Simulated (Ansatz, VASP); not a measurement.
**One calculation of Sb, two programs**

File POSCAR:

```
Sb
1.0
    3.1172920620      0.0000000000      0.0000000000
    0.0000000000      3.1172920620      0.0000000000
    0.0000000000      0.0000000000      3.1172920620
Sb
1
Direct
    0.0000000000      0.0000000000      0.0000000000
```

File INCAR.step1:

```
SYSTEM = Sb
  PREC = Accurate
  ENCUT = 520
  ISMEAR = -1
  SIGMA = 0.05
  LREAL = .False.
  LASPH = .True.
  NELM = 60
  NBANDS = 8
  GGA = PE
  ALGO = Normal
  EDIFF = 1E-4
  LWAVE = .True.
  LCHARG = .False.
```

Contents of INCAR.step2:

```
SYSTEM = Sb
  PREC = Accurate
  ENCUT = 520
  EDIFF = 1E-7
  ISMEAR = -1
  SIGMA = 0.05
  LREAL = .False.
  LASPH = .True.
  NELM = 60
  ALGO = Normal
  ISIF = 2
  LWAVE = .False.
  LCHARG = .False.
  METAGGA = R2SCAN
  LMIXTAU = .True.
  NBANDS = 8
  ISTART = 1
```

KPOINTS

```
Automatic mesh
0
Gamma
  8 8 8
  0 0 0
```

File input.yaml:

```yaml
crystal:
  lattice:
    - [3.117292062, 0.0, 0.0]
    - [0.0, 3.117292062, 0.0]
    - [0.0, 0.0, 3.117292062]
  atoms:
    - { symbol: Sb, position: [0.0, 0.0, 0.0] }
hamiltonian:
  xc: r2scan
  pseudopotentials: { kind: paw }
kpoints:
  mp_grid: { grid: [8, 8, 8] }
scf:
  occupations: { method: fermi_dirac, width: 0.05 }
output:
  forces: true
  stress: true
  eigenvalues: true
  write_density: true
  write_potential: true
  elf: true
  volumetric_format: npy
```

This isn't the form of Sb at room conditions, which is rhombohedral.

Alike in both runs: task single point; functional r2SCAN; k mesh 8 × 8 × 8; occupations fermi-dirac, width 0.05 eV; no spin polarisation.

|  | VASP | Ansatz |
| --- | --- | --- |
| version | VASP 6.6.1 | Ansatz 0.2.0 |
| potentials or method | VASP PAW PBE potentials, release 64 (Sb) | Ansatz PAW |
| plane-wave cutoff (eV) | 520 | 500 |
| valence electrons in the cell | 5 | 15 |

|  | VASP | Ansatz | Ansatz less VASP |
| --- | --- | --- | --- |
| gap on the k mesh at the Fermi level (eV) | none | none | - |
| pressure (GPa) | -1.2 | -1.2 | -0.01 |

A gap of «none» marks a metal or a gap that the smearing closes. The functional is the same, so the differences come from potentials, cutoffs and numerics. The two sets of potentials don't hold the same shells in valence.

Caveats: the PAW data sets were made with another functional, which shifts forces and pressure a little (VASP); the PAW data sets come from PBE, with cores solved anew for the run's functional, which leaves a small shift of forces and pressure (Ansatz). Spin-orbit coupling is left out, which matters for the levels of Sb.
